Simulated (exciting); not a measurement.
# MgO (Fm-3m) in exciting: further runs, part 2 of 2

exciting (release sodium).

## Step 5: Band structure, RPBE

Contents of input.xml:

```xml
<input>
  <title>MgO</title>
  <structure speciespath="./" tshift="false">
    <crystal scale="1">
      <basevect>0.000000000000 3.962758315162 3.962758315162</basevect>
      <basevect>3.962758315162 0.000000000000 3.962758315162</basevect>
      <basevect>3.962758315162 3.962758315162 0.000000000000</basevect>
    </crystal>
    <species speciesfile="Mg.xml" rmt="2">
      <atom coord="0.000000000000 0.000000000000 0.000000000000"/>
    </species>
    <species speciesfile="O.xml" rmt="1.45">
      <atom coord="0.500000000000 0.500000000000 0.500000000000"/>
    </species>
  </structure>
  <groundstate do="fromscratch" ngridk="11 11 11" rgkmax="7.5" gmaxvr="14" lmaxapw="10" lmaxmat="10" lmaxvr="8" stype="Fermi Dirac" swidth="0.00183747" nempty="10" ValenceRelativity="iora*" epsengy="1e-05" epspot="1e-05" maxscl="60" outputlevel="normal">
    <libxc exchange="XC_GGA_X_RPBE" correlation="XC_GGA_C_PBE"/>
  </groundstate>
  <properties>
    <bandstructure>
      <plot1d>
        <path steps="80">
          <point coord="0 0 0" label="G"/>
          <point coord="0.5 0 0.5" label="X"/>
          <point coord="0.5 0.25 0.75" label="W"/>
          <point coord="0.375 0.375 0.75" label="K"/>
          <point coord="0 0 0" label="G"/>
          <point coord="0.5 0.5 0.5" label="L"/>
          <point coord="0.625 0.25 0.625" label="U"/>
          <point coord="0.5 0.25 0.75" label="W"/>
          <point coord="0.5 0.5 0.5" label="L"/>
          <point coord="0.375 0.375 0.75" label="K" breakafter="true"/>
          <point coord="0.625 0.25 0.625" label="U"/>
          <point coord="0.5 0 0.5" label="X"/>
        </path>
      </plot1d>
    </bandstructure>
  </properties>
</input>
```

Potentials or basis: all-electron LAPW+lo, shipped species files, valence relativity iora*.

Run with:

```
> OMP_NUM_THREADS=1 exciting_smp
```

INFO.OUT:

```text
================================================================================
EXCITING SODIUM started
[... 10 lines left out ...]

 Lattice vectors (cartesian) :
      0.0000000000      3.9627583152      3.9627583152
      3.9627583152      0.0000000000      3.9627583152
      3.9627583152      3.9627583152      0.0000000000

 Reciprocal lattice vectors (cartesian) :
     -0.7927792723      0.7927792723      0.7927792723
[... 850 lines left out ...]
 Absolute change in total energy   (target) :  0.237306E-06  ( 0.100000E-04)
 Charge distance                   (target) :  0.638413E-08  ( 0.100000E-04)

++++++++++++++++++++++++++++++++++++++++++++++++++++++++++++++++++++++++++++++++
| Convergency criteria checked for the last 2 iterations                       +
| Convergence targets achieved. Performing final SCF iteration                 +
++++++++++++++++++++++++++++++++++++++++++++++++++++++++++++++++++++++++++++++++
 Total energy                               :      -275.87869751
 _______________________________________________________________
 Fermi energy                               :         0.27491117
 Kinetic energy                             :       276.07139124
 Coulomb energy                             :      -526.62763688
 Exchange energy                            :       -24.58947738
 Correlation energy                         :        -0.73297448
[... 14 lines left out ...]
 Estimated fundamental gap                  :         0.18334796
        valence-band maximum at    1      0.0000  0.0000  0.0000
     conduction-band minimum at    1      0.0000  0.0000  0.0000

++++++++++++++++++++++++++++++++++++++++++++++++++++++++++++++++++++++++++++++++
[... 7 lines left out ...]

--------------------------------------------------------------------------------
- CAUTION! Warnings have been written in file WARNING.OUT !                    -
--------------------------------------------------------------------------------
================================================================================
| EXCITING SODIUM stopped                                                      =
================================================================================
```

stdout:

```text
Info(bandstr):
 band structure plot written to BAND.OUT

 Fermi energy is at zero in plot

 Vertex location lines written to BANDLINES.OUT
```

LINENGY.OUT:

```text
Species :    1 (Mg), atom :    1
 APW functions :
  l =  0, order =  1 :   0.5800000000
  l =  1, order =  1 :   0.9850000000
  l =  2, order =  1 :   0.1500000000
  l =  2, order =  2 :   0.1500000000
  l =  3, order =  1 :   0.1500000000
  l =  3, order =  2 :   0.1500000000
[... 12 lines left out ...]
  l = 10, order =  1 :   0.1500000000
  l = 10, order =  2 :   0.1500000000
 local-orbital functions :
  l.o. =  1, l =  0, order =  1 :   0.5800000000
  l.o. =  1, l =  0, order =  2 :   0.5800000000
  l.o. =  2, l =  1, order =  1 :   0.9850000000
  l.o. =  2, l =  1, order =  2 :   0.9850000000
  l.o. =  3, l =  0, order =  1 :   0.5800000000
  l.o. =  3, l =  0, order =  2 :   0.5800000000
  l.o. =  3, l =  0, order =  3 :   -2.477650000
  l.o. =  4, l =  1, order =  1 :   0.9850000000
  l.o. =  4, l =  1, order =  2 :   0.9850000000
  l.o. =  4, l =  1, order =  3 :   -1.249000000

Species :    2 (O), atom :    1
 APW functions :
  l =  0, order =  1 :   0.5000000000E-02
  l =  1, order =  1 :   0.1500000000
  l =  2, order =  1 :   0.1500000000
  l =  2, order =  2 :   0.1500000000
  l =  3, order =  1 :   0.1500000000
  l =  3, order =  2 :   0.1500000000
[... 12 lines left out ...]
  l = 10, order =  1 :   0.1500000000
  l = 10, order =  2 :   0.1500000000
 local-orbital functions :
  l.o. =  1, l =  0, order =  1 :   0.5000000000E-02
  l.o. =  1, l =  0, order =  2 :   0.5000000000E-02
  l.o. =  2, l =  1, order =  1 :   0.1500000000
  l.o. =  2, l =  1, order =  2 :   0.1500000000
```

Wall time 2.4 min (1 thread of Arm Neoverse V2, shared host); peak memory 0.12 GiB.

What came out:

```yaml
Free_energy: -7507.0418 eV
Band_gap_on_the_k_mesh: 4.99 eV, direct
Band_gap_along_the_path: 4.99 eV, direct
All_electrons_inside_the_program's_atomic_spheres: Mg 10.40; O 6.76 (radii Mg 2.0, O 1.45 bohr)
```

Levels at the corners of the path, in eV from the valence-band top:
```csv
point,band 6,band 7,band 8,band 9,band 10,band 11
Γ,0.00,0.00,0.00,4.99,16.04,16.04
X,-4.06,-1.35,-1.35,9.29,10.34,13.39
W,-2.94,-2.94,-1.77,11.88,11.88,12.55
K,-3.48,-2.70,-1.15,10.31,12.14,12.79
Γ,0.00,0.00,0.00,4.99,16.04,16.04
L,-4.61,-0.66,-0.66,8.12,12.92,16.64
U,-3.48,-2.70,-1.15,10.31,12.14,12.79
W,-2.94,-2.94,-1.77,11.88,11.88,12.55
L,-4.61,-0.66,-0.66,8.12,12.92,16.64
K,-3.48,-2.70,-1.15,10.31,12.14,12.79
U,-3.48,-2.70,-1.15,10.31,12.14,12.79
X,-4.06,-1.35,-1.35,9.29,10.34,13.39
```

## Step 6: Band structure, revPBE

Changes to input.xml since step 5:

```diff
@@ -15,5 +15,3 @@
   </structure>
-  <groundstate do="fromscratch" ngridk="11 11 11" rgkmax="7.5" gmaxvr="14" lmaxapw="10" lmaxmat="10" lmaxvr="8" stype="Fermi Dirac" swidth="0.00183747" nempty="10" ValenceRelativity="iora*" epsengy="1e-05" epspot="1e-05" maxscl="60" outputlevel="normal">
-    <libxc exchange="XC_GGA_X_RPBE" correlation="XC_GGA_C_PBE"/>
-  </groundstate>
+  <groundstate do="fromscratch" ngridk="11 11 11" rgkmax="7.5" gmaxvr="14" lmaxapw="10" lmaxmat="10" lmaxvr="8" xctype="GGA_PBE_R" stype="Fermi Dirac" swidth="0.00183747" nempty="10" ValenceRelativity="iora*" epsengy="1e-05" epspot="1e-05" maxscl="60" outputlevel="high"/>
   <properties>
```

Potentials or basis: all-electron LAPW+lo, shipped species files, valence relativity iora*.

Run with:

```
> OMP_NUM_THREADS=1 exciting_smp
```

It took 2.3 min on 1 thread of Arm Neoverse V2, shared host; peak memory 0.12 GiB.

The run converged. Its results:

* Free energy: -7505.8086 eV
* Band gap on the k mesh: 4.96 eV, direct
* Band gap along the path: 4.96 eV, direct
* All electrons inside the program's atomic spheres: Mg 10.41; O 6.75 (radii Mg 2.0, O 1.45 bohr)

Levels at the corners of the path, in eV from the valence-band top:
| point | band 5 | band 6 | band 7 | band 8 | band 9 | band 10 | band 11 | band 12 |
| --- | --- | --- | --- | --- | --- | --- | --- | --- |
| Γ | -17.36 | 0.00 | 0.00 | 0.00 | 4.96 | 16.01 | 16.01 | 16.01 |
| X | -15.82 | -4.07 | -1.35 | -1.35 | 9.26 | 10.30 | 13.35 | 19.37 |
| W | -15.75 | -2.95 | -2.95 | -1.77 | 11.84 | 11.84 | 12.51 | 15.85 |
| K | -15.79 | -3.49 | -2.71 | -1.15 | 10.27 | 12.10 | 12.76 | 18.49 |
| Γ | -17.36 | 0.00 | 0.00 | 0.00 | 4.96 | 16.01 | 16.01 | 16.01 |
| L | -16.03 | -4.62 | -0.66 | -0.66 | 8.09 | 12.89 | 16.60 | 16.60 |
| U | -15.79 | -3.49 | -2.71 | -1.15 | 10.27 | 12.10 | 12.76 | 18.49 |
| W | -15.75 | -2.95 | -2.95 | -1.77 | 11.84 | 11.84 | 12.51 | 15.85 |
| L | -16.03 | -4.62 | -0.66 | -0.66 | 8.09 | 12.89 | 16.60 | 16.60 |
| K | -15.79 | -3.49 | -2.71 | -1.15 | 10.27 | 12.10 | 12.76 | 18.49 |
| U | -15.79 | -3.49 | -2.71 | -1.15 | 10.27 | 12.10 | 12.76 | 18.49 |
| X | -15.82 | -4.07 | -1.35 | -1.35 | 9.26 | 10.30 | 13.35 | 19.37 |

## Step 7: Summary

```tsv
level	outputlevel	gap on the mesh (eV)
PBE	normal	4.87
LDA	normal	4.78
PBEsol	normal	4.77
RPBE	normal	4.99
revPBE	high	4.96
```

Alike in all rows: task band structure; potentials or basis all-electron LAPW+lo, shipped species files, valence relativity iora*; no spin polarisation; cell as given; k mesh 11 × 11 × 11; smearing fermi-dirac 0.05 eV; rgkmax 7.5.

On the cell as given the gap runs from 4.77 eV (PBEsol) to 4.99 eV (RPBE).

Compare energies only between runs with the same functional and basis.

## Step 8: Comparison with measurements

Step 2. Against the measured gap of MgO, 7.83 eV (quoted in “Electronic structure of alkaline earth and post-transition metal oxides”, 2009, arxiv:0908.1581), the calculated 4.87 eV is off by -2.96 eV. The value is that of PBE, without temperature or zero-point motion. Semilocal functionals fall short of measured gaps as a rule. The cell is a database's relaxed one, not the measured one, which moves gaps too.

Step 3. Against the measured gap of MgO, 7.83 eV (quoted in “Electronic structure of alkaline earth and post-transition metal oxides”, 2009, arxiv:0908.1581), the calculated 4.78 eV is off by -3.05 eV. The value is that of LDA, without temperature or zero-point motion. Semilocal functionals fall short of measured gaps as a rule. The cell is a database's relaxed one, not the measured one, which moves gaps too.

Step 4. Measured gap of MgO: 7.83 eV (quoted in “Electronic structure of alkaline earth and post-transition metal oxides”, 2009, arxiv:0908.1581). This calculation gives 4.77 eV (-3.06 eV). The value is that of PBEsol, without temperature or zero-point motion. Semilocal functionals fall short of measured gaps as a rule. The cell is a database's relaxed one, not the measured one, which moves gaps too.

Step 5. Measured gap of MgO: 7.83 eV (quoted in “Electronic structure of alkaline earth and post-transition metal oxides”, 2009, arxiv:0908.1581). This calculation gives 4.99 eV (-2.84 eV). The value is that of RPBE, without temperature or zero-point motion. Semilocal functionals fall short of measured gaps as a rule. The cell is a database's relaxed one, not the measured one, which moves gaps too.

Step 6. Against the measured gap of MgO, 7.83 eV (quoted in “Electronic structure of alkaline earth and post-transition metal oxides”, 2009, arxiv:0908.1581), the calculated 4.96 eV is off by -2.87 eV. The value is that of revPBE, without temperature or zero-point motion. Semilocal functionals fall short of measured gaps as a rule. The cell is a database's relaxed one, not the measured one, which moves gaps too.
